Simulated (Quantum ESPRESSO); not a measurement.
# Sn (I4/mmm) in Quantum ESPRESSO: further runs, part 5 of 5

Quantum ESPRESSO 7.5. The steps go on from the part before.

**6. Phonon dispersion, LDA**

pw.in reads:

```
&CONTROL
  calculation = 'scf'
  prefix = 'pwscf'
  outdir = './tmp'
  pseudo_dir = './pseudo'
  tprnfor = .true.
  tstress = .true.
  disk_io = 'low'
/
&SYSTEM
  ibrav = 0
  celldm(1) = 8
  nat = 1
  ntyp = 1
  ecutwfc = 52
  ecutrho = 312
  nbnd = 13
  occupations = 'smearing'
  smearing = 'mv'
  degauss = 0.00999582
/
&ELECTRONS
  conv_thr = 2d-10
  electron_maxstep = 120
  mixing_beta = 0.5
/
ATOMIC_SPECIES
Sn   118.7100 Sn.LDA_PW-JTH.UPF
CELL_PARAMETERS alat
 -0.4793265302226   0.4793265302226   0.3922976923850
  0.4793265302226  -0.4793265302226   0.3922976923850
  0.4793265302226   0.4793265302226  -0.3922976923850
ATOMIC_POSITIONS crystal
Sn     0.0000000000    0.0000000000    0.0000000000
K_POINTS automatic
8 8 8 0 0 0
```

relax.in reads:

```
&CONTROL
  calculation = 'vc-relax'
  prefix = 'pwscf'
  outdir = './tmp'
  pseudo_dir = './pseudo'
  tprnfor = .true.
  tstress = .true.
  disk_io = 'low'
  nstep = 40
  forc_conv_thr = 0.0001
  etot_conv_thr = 1d-06
/
&SYSTEM
  ibrav = 0
  celldm(1) = 8
  nat = 1
  ntyp = 1
  ecutwfc = 52
  ecutrho = 312
  nbnd = 13
  occupations = 'smearing'
  smearing = 'mv'
  degauss = 0.00999582
/
&ELECTRONS
  conv_thr = 2d-10
  electron_maxstep = 120
  mixing_beta = 0.5
/
&IONS
  ion_dynamics = 'bfgs'
/
&CELL
  cell_dynamics = 'bfgs'
  press = 0
  press_conv_thr = 0.2
/
ATOMIC_SPECIES
Sn   118.7100 Sn.LDA_PW-JTH.UPF
CELL_PARAMETERS alat
 -0.4793265302226   0.4793265302226   0.3922976923850
  0.4793265302226  -0.4793265302226   0.3922976923850
  0.4793265302226   0.4793265302226  -0.3922976923850
ATOMIC_POSITIONS crystal
Sn     0.0000000000    0.0000000000    0.0000000000
K_POINTS automatic
8 8 8 0 0 0
```

scf2.in reads:

```
&CONTROL
  calculation = 'scf'
  prefix = 'pwscf'
  outdir = './tmp'
  pseudo_dir = './pseudo'
  tprnfor = .true.
  tstress = .true.
  disk_io = 'low'
/
&SYSTEM
  ibrav = 0
  celldm(1) = 8
  nat = 1
  ntyp = 1
  ecutwfc = 52
  ecutrho = 312
  nbnd = 13
  occupations = 'smearing'
  smearing = 'mv'
  degauss = 0.00999582
/
&ELECTRONS
  conv_thr = 1d-13
  electron_maxstep = 120
  mixing_beta = 0.5
  startingpot = 'file'
  startingwfc = 'file'
/
ATOMIC_SPECIES
Sn   118.7100 Sn.LDA_PW-JTH.UPF
CELL_PARAMETERS alat
 -0.4706932628721   0.4706932628721   0.3786716375608
  0.4706932628721  -0.4706932628721   0.3786716375608
  0.4706932628721   0.4706932628721  -0.3786716375608
ATOMIC_POSITIONS crystal
Sn     0.0000000000    0.0000000000    0.0000000000
K_POINTS automatic
8 8 8 0 0 0
```

ph.in reads:

```
phonon_bands of Sn
&INPUTPH
  prefix = 'pwscf'
  outdir = './tmp'
  tr2_ph = 1d-18
  fildyn = 'dyn'
  niter_ph = 90
  alpha_mix(1) = 0.4
  ldisp = .true.
  nq1 = 2
  nq2 = 2
  nq3 = 2
/
```

q2r.in reads:

```
&INPUT
  fildyn = 'dyn'
  zasr = 'crystal'
  flfrc = 'fc'
/
```

matdyn.in reads:

```
&INPUT
  asr = 'crystal'
  flfrc = 'fc'
  flfrq = 'freq'
  q_in_cryst_coord = .true.
  flvec = ' '
/
80
 0.0000000000  0.0000000000  0.0000000000
 0.0000000000  0.0000000000  0.0625000000
 0.0000000000  0.0000000000  0.1250000000
 0.0000000000  0.0000000000  0.1875000000
 0.0000000000  0.0000000000  0.2500000000
 0.0000000000  0.0000000000  0.3125000000
 0.0000000000  0.0000000000  0.3750000000
 0.0000000000  0.0000000000  0.4375000000
 0.0000000000  0.0000000000  0.5000000000
-0.0625000000  0.0625000000  0.5000000000
-0.1250000000  0.1250000000  0.5000000000
-0.1875000000  0.1875000000  0.5000000000
-0.2500000000  0.2500000000  0.5000000000
-0.3125000000  0.3125000000  0.5000000000
-0.3750000000  0.3750000000  0.5000000000
-0.4375000000  0.4375000000  0.5000000000
-0.5000000000  0.5000000000  0.5000000000
-0.4583333333  0.4583333333  0.4583333333
-0.4166666667  0.4166666667  0.4166666667
-0.3750000000  0.3750000000  0.3750000000
-0.3333333333  0.3333333333  0.3333333333
-0.2916666667  0.2916666667  0.2916666667
-0.2500000000  0.2500000000  0.2500000000
-0.2083333333  0.2083333333  0.2083333333
-0.1666666667  0.1666666667  0.1666666667
-0.1250000000  0.1250000000  0.1250000000
-0.0833333333  0.0833333333  0.0833333333
-0.0416666667  0.0416666667  0.0416666667
 0.0000000000  0.0000000000  0.0000000000
 0.0316772407  0.0316772407 -0.0316772407
 0.0633544814  0.0633544814 -0.0633544814
 0.0950317221  0.0950317221 -0.0950317221
 0.1267089627  0.1267089627 -0.1267089627
 0.1583862034  0.1583862034 -0.1583862034
 0.1900634441  0.1900634441 -0.1900634441
 0.2217406848  0.2217406848 -0.2217406848
 0.2534179255  0.2534179255 -0.2534179255
 0.2850951662  0.2850951662 -0.2850951662
 0.3167724069  0.3167724069 -0.3167724069
 0.3484496476  0.3484496476 -0.3484496476
 0.3801268882  0.3801268882 -0.3801268882
 0.4118041289  0.4118041289 -0.4118041289
 0.3956237160  0.3956237160 -0.3456237160
 0.3794433031  0.3794433031 -0.2794433031
 0.3632628903  0.3632628903 -0.2132628903
 0.3470824774  0.3470824774 -0.1470824774
 0.3309020645  0.3309020645 -0.0809020645
 0.3147216516  0.3147216516 -0.0147216516
 0.2985412387  0.2985412387  0.0514587613
 0.2823608258  0.2823608258  0.1176391742
 0.2661804129  0.2661804129  0.1838195871
 0.2500000000  0.2500000000  0.2500000000
 0.2083333333  0.2916666667  0.2083333333
 0.1666666667  0.3333333333  0.1666666667
 0.1250000000  0.3750000000  0.1250000000
 0.0833333333  0.4166666667  0.0833333333
 0.0416666667  0.4583333333  0.0416666667
 0.0000000000  0.5000000000  0.0000000000
-0.0457560143  0.5097995412  0.0457560143
-0.0915120287  0.5195990825  0.0915120287
-0.1372680430  0.5293986237  0.1372680430
-0.1830240573  0.5391981649  0.1830240573
-0.2287800716  0.5489977062  0.2287800716
-0.2745360860  0.5587972474  0.2745360860
-0.3202921003  0.5685967886  0.3202921003
-0.3660481146  0.5783963298  0.3660481146
-0.4118041289  0.5881958711  0.4118041289
-0.4412027526  0.5587972474  0.4412027526
-0.4706013763  0.5293986237  0.4706013763
-0.5000000000  0.5000000000  0.5000000000
 0.0000000000  0.0000000000  0.5000000000
 0.0277777778  0.0277777778  0.4722222222
 0.0555555556  0.0555555556  0.4444444444
 0.0833333333  0.0833333333  0.4166666667
 0.1111111111  0.1111111111  0.3888888889
 0.1388888889  0.1388888889  0.3611111111
 0.1666666667  0.1666666667  0.3333333333
 0.1944444444  0.1944444444  0.3055555556
 0.2222222222  0.2222222222  0.2777777778
 0.2500000000  0.2500000000  0.2500000000
```

matdyn_dos.in reads:

```
&INPUT
  asr = 'crystal'
  flfrc = 'fc'
  dos = .true.
  fldos = 'phdos'
  nk1 = 12
  nk2 = 12
  nk3 = 12
  deltaE = 0.5
  flvec = ' '
  flfrq = ' '
/
```

matdyn_mesh.in reads:

```
&INPUT
  asr = 'crystal'
  flfrc = 'fc'
  flfrq = 'mesh'
  q_in_cryst_coord = .true.
  flvec = ' '
/
1000
 0.05000000  0.05000000  0.05000000
 0.05000000  0.05000000  0.15000000
 0.05000000  0.05000000  0.25000000
[... 997 further points of the even 10 x 10 x 10 mesh, shifted by half a step ...]
```

Potentials or basis: JTH 2.0 LDA.

On the command line:

```console
OMP_NUM_THREADS=1 pw.x -in pw.in > pw.out
OMP_NUM_THREADS=1 pw.x -in relax.in > relax.out
OMP_NUM_THREADS=1 pw.x -in scf2.in > scf2.out
OMP_NUM_THREADS=1 ph.x -in ph.in > ph.out
OMP_NUM_THREADS=1 q2r.x -in q2r.in > q2r.out
OMP_NUM_THREADS=1 matdyn.x -in matdyn.in > matdyn.out
OMP_NUM_THREADS=1 matdyn.x -in matdyn_dos.in > matdyn_dos.out
OMP_NUM_THREADS=1 matdyn.x -in matdyn_mesh.in > matdyn_mesh.out
```

pw.out:

```text
This program is part of the open-source Quantum ESPRESSO suite
     for quantum simulation of materials; please cite
         "P. Giannozzi et al., J. Phys.:Condens. Matter 21 395502 (2009);
         "P. Giannozzi et al., J. Phys.:Condens. Matter 29 465901 (2017);
         "P. Giannozzi et al., J. Chem. Phys. 152 154105 (2020);
     in publications or presentations arising from this work. More details at

     file Sn.LDA_PW-JTH.UPF: wavefunction(s)  0S 5P 0P 4D 0D renormalized
     Message from routine setup:
     using ibrav=0 with symmetry is DISCOURAGED, use correct ibrav instead

     G-vector sticks info
     --------------------
     sticks:   dense  smooth     PW     G-vecs:    dense   smooth      PW
     Sum         847     559    203                17253     9367    2073

     Using Slab Decomposition

     bravais-lattice index     =            0
     lattice parameter (alat)  =       8.0000  a.u.
     unit-cell volume          =     184.5902 (a.u.)^3
     number of atoms/cell      =            1
     number of atomic types    =            1
     number of electrons       =        14.00
     number of Kohn-Sham states=           13
     kinetic-energy cutoff     =      52.0000  Ry
     charge density cutoff     =     312.0000  Ry
     scf convergence threshold =      2.0E-10
     mixing beta               =       0.5000
     number of iterations used =            8  plain     mixing
     Exchange-correlation= SLA PW NOGX NOGC
                           (   1   4   0   0   0   0   0)

     celldm(1)=   8.000000  celldm(2)=   0.000000  celldm(3)=   0.000000
     celldm(4)=   0.000000  celldm(5)=   0.000000  celldm(6)=   0.000000

[... 116 lines left out ...]
     Davidson diagonalization with overlap
     ethr =  1.88E-05,  avg # of iterations =  6.5

     total energy              =    -431.34879399 Ry
     estimated scf accuracy    <       0.00266054 Ry
[... 43 lines left out ...]
     iteration #  8     ecut=    52.00 Ry     beta= 0.50
     Davidson diagonalization with overlap
     ethr =  2.12E-12,  avg # of iterations =  2.1

     End of self-consistent calculation

          k = 0.0000 0.0000 0.0000 (  1151 PWs)   bands (ev):

   -11.5277 -11.4462 -11.4462 -11.4415 -11.3331  -1.1800  16.5544  16.5544
    19.0423  20.2478  21.3433  22.6059  22.6059
[... 178 lines left out ...]
   -11.4699 -11.4286 -11.4239 -11.3435 -11.3117   4.3755   7.3580   8.6675
    14.3089  17.8319  19.3579  23.4245  27.6357

          k = 0.0000 0.3912-0.1593 (  1171 PWs)   bands (ev):

   -11.4825 -11.4591 -11.4074 -11.3780 -11.3658   0.3547  12.5127  12.5983
    14.4379  20.3887  21.5796  23.0931  24.8737

          k = 0.1304 0.5216-0.1593 (  1161 PWs)   bands (ev):

   -11.4739 -11.4534 -11.4005 -11.3825 -11.3333   1.4944   9.3099  12.4883
    14.2100  19.5483  21.6249  21.9528  25.0732

          k =-0.7823-0.3912-0.1593 (  1174 PWs)   bands (ev):
[... 96 lines left out ...]
   -11.5553 -11.4974 -11.3007 -11.3007 -11.2743   6.3337   8.3293   8.3293
    12.3755  13.0970  16.1147  29.2108  31.1023

     the Fermi energy is     9.9594 ev

!    total energy              =    -431.34897493 Ry
     total all-electron energy =      -431.348975 Ry
     estimated scf accuracy    <          9.7E-12 Ry
     smearing contrib. (-TS)   =       0.00001005 Ry
     internal energy E=F+TS    =    -431.34898498 Ry

     The total energy is F=E-TS. E is the sum of the following terms:
     one-electron contribution =     -49.41834844 Ry
     hartree contribution      =      47.79164600 Ry
     xc contribution           =     -28.04797509 Ry
     ewald contribution        =     -99.26418021 Ry
     one-center paw contrib.   =    -302.41012725 Ry

     convergence has been achieved in   8 iterations

     Forces acting on atoms (cartesian axes, Ry/au):

     atom    1 type  1   force =     0.00000000    0.00000000    0.00000000

     Total force =     0.000000     Total SCF correction =     0.000000

     Computing stress (Cartesian axis) and pressure

          total   stress  (Ry/bohr**3)                   (kbar)     P=      -36.57
  -0.00023131   0.00000000   0.00000000          -34.03        0.00        0.00
   0.00000000  -0.00023131   0.00000000            0.00      -34.03        0.00
   0.00000000   0.00000000  -0.00028316            0.00        0.00      -41.65

=------------------------------------------------------------------------------=
   JOB DONE.
=------------------------------------------------------------------------------=
```

scf2.out:

```text
This program is part of the open-source Quantum ESPRESSO suite
     for quantum simulation of materials; please cite
         "P. Giannozzi et al., J. Phys.:Condens. Matter 21 395502 (2009);
         "P. Giannozzi et al., J. Phys.:Condens. Matter 29 465901 (2017);
         "P. Giannozzi et al., J. Chem. Phys. 152 154105 (2020);
[... 480 lines left out ...]
  -0.00000000   0.00000022  -0.00000000           -0.00        0.03       -0.00
  -0.00000000  -0.00000000  -0.00000162           -0.00       -0.00       -0.24

=------------------------------------------------------------------------------=
   JOB DONE.
=------------------------------------------------------------------------------=
```

Run time: 14 min. Hardware: 1 thread of Arm Neoverse V1, shared host; peak memory 0.1 GiB.

Results:

- Free energy: -5868.8192 eV
- Relaxed volume: 25.46 Å³/atom
- Relaxed cell: a = 3.242 Å, b = 3.242 Å, c = 3.242 Å, α = 104.15°, β = 104.15°, γ = 120.73°
- Space group after relaxing (to 0.05 Å): I4/mmm (No. 139)
- Pressure after relaxing: 0.0 GPa
- Band gap on the k mesh: none (metal or under the smearing width)
- Highest phonon frequency: 120 cm⁻¹
- Most unstable mode: 55i cm⁻¹

Step by step:
| step | energy change (eV) | largest force (eV/Å) | pressure (GPa) | volume (Å³) |
| --- | --- | --- | --- | --- |
| 1 | 0.0000 | 0.0000 | -3.66 | 27.35 |
| 2 | -0.0103 | 0.0000 | -2.80 | 26.85 |
| 3 | -0.0202 | 0.0000 | -1.41 | 26.12 |
| 4 | -0.0233 | 0.0000 | 0.18 | 25.40 |
| 5 | -0.0234 | 0.0000 | 0.05 | 25.45 |
| 6 | -0.0235 | 0.0000 | -0.03 | 25.48 |
| 7 | -0.0237 | 0.0000 | -0.07 | 25.50 |
| 8 | -0.0238 | 0.0000 | -0.07 | 25.49 |
| 9 | -0.0238 | 0.0000 | -0.03 | 25.47 |
| 10 | -0.0238 | 0.0000 | 0.00 | 25.46 |

Final structure:
```xyz
1
Lattice="-1.9926 1.9926 1.6031 1.9926 -1.9926 1.6031 1.9926 1.9926 -1.6031" Properties=species:S:1:pos:R:3 pbc="T T T"
Sn    0.0000    0.0000    0.0000
```

Levels at points of the mesh, in eV from the Fermi level:
```
              k point  band 4  band 5  band 6  band 7  band 8  band 9  band 10  band 11
   (0.00, 0.00, 0.00)  -21.47  -21.33  -11.71    6.88    6.88   10.08    10.46    11.63
  (0.00, 0.00, -0.50)  -21.39  -21.28   -7.69   -5.16    6.27    8.26    11.16    11.59
  (0.00, -0.50, 0.00)  -21.29  -21.27   -5.89   -4.56    3.09    4.31     7.48     7.58
(-0.50, -0.50, -0.50)  -21.30  -21.26   -3.51   -1.91   -1.91    2.82     2.98     6.64
```

Phonon frequencies in cm⁻¹ (negative: imaginary):
| q point | frequencies |
| --- | --- |
| (0.000, 0.000, 0.000) | 0 0 0 |
| (0.000, 0.000, 0.438) | -54 -10 118 |
| (-0.375, 0.375, 0.500) | -19 103 113 |
| (-0.292, 0.292, 0.292) | -37 91 91 |
| (0.000, 0.000, 0.000) | 0 0 0 |
| (0.222, 0.222, -0.222) | 41 41 106 |
| (0.396, 0.396, -0.346) | 65 98 99 |
| (0.282, 0.282, 0.118) | 47 72 93 |
| (0.042, 0.458, 0.042) | 44 57 105 |
| (-0.275, 0.559, 0.275) | 76 87 92 |
| (0.000, 0.000, 0.500) | -55 -10 120 |
| (0.194, 0.194, 0.306) | 39 81 85 |

Phonon frequencies at the corners of the path (cm⁻¹, interpolated; i marks imaginary ones):
| point | frequencies |
| --- | --- |
| Γ | 0 0 0 |
| X | 55i 10i 120 |
| M | 9 111 111 |
| Z | 57 102 102 |
| P | 60 60 92 |
| N | 43 57 106 |
| Z1 | 57 102 102 |

Caveat: the mesh is thin for the phonons of a metal; some modes are imaginary.

**7. Summary**

```tsv
task	level	potentials or basis	k mesh	cutoff (eV)	smearing	q mesh	form of the LDA correlation	gap on the mesh (eV)	pressure (GPa)
phonons	PBEsol	PseudoDojo 0.4.1 SR PBEsol standard	10 × 10 × 10	980	methfessel-paxton 0.136 eV	-	-	none	0.0
phonons	PBE	JTH 2.0 PBE	10 × 10 × 10	707	cold 0.272 eV	-	-	none	0.0
phonons and electron-phonon coupling	PBE	SPMS 1.0 PBE	8 × 8 × 8	884	methfessel-paxton 0.272 eV	4 × 4 × 4	-	none	0.0
phonons	LDA	PseudoDojo 0.4.1 SR LDA standard	10 × 10 × 10	980	cold 0.136 eV	-	PW92	none	0.0
phonon dispersion	LDA	JTH 2.0 LDA	8 × 8 × 8	707	cold 0.136 eV	2 × 2 × 2	PW92	none	0.0
```

Alike in all rows: no spin polarisation; cell relaxed.

Caveats: the mesh is thin for the phonons of a metal (some runs); some modes are imaginary (some runs); λ from interpolated matrix elements is rough: modes that symmetry makes equal can differ by tens of percent (some runs); the q point doesn't lie on the k mesh, which can shift a metal's frequencies strongly unless the mesh is converged (some runs).

Total energies depend on the potentials used, so only differences within one code and one set of settings carry meaning.
